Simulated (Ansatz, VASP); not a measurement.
## Two plane-wave programs on H2Se

```
H Se
1.0
     2.92365    0.00000    0.00000
     0.00000    2.92365    0.00000
     0.00000    0.00000    4.96456
H Se
2 1
Direct
  0.00000 0.50000 0.66433
  0.50000 0.00000 0.66433
  0.50000 0.50000 0.88800
```

Alike in both runs: task single point; functional PBE; dispersion D3(BJ); k mesh 6 × 6 × 4; occupations gaussian, width 0.1 eV; no spin polarisation.

```csv
,VASP,Ansatz
version,VASP 6.6.1,Ansatz 0.2.0
potentials or method,"VASP PAW PBE potentials, release 64 (H, Se)","scalar-relativistic, plane waves, PAW"
plane-wave cutoff (eV),520,420
valence electrons in the cell,8,18
```

|  | VASP | Ansatz | Ansatz less VASP |
| --- | --- | --- | --- |
| gap on the k mesh at the Fermi level (eV) | none | none | - |
| pressure (GPa) | 4.3 | 4.3 | +0.01 |
| largest component of the traceless stress (GPa) | 13.38 | 13.41 | +0.030 |
| rms of the force components (eV/Å) | 0.695 | 0.705 | +0.0099 |

Atom by atom the forces differ by 0.010 eV/Å (rms over components). A gap of «none» marks a metal or a gap that the smearing closes. The two sets of potentials don't hold the same shells in valence.

Caveats: forces of over 1 eV/Å show positions far from the minimum, so gaps and moduli don't describe the material at rest.
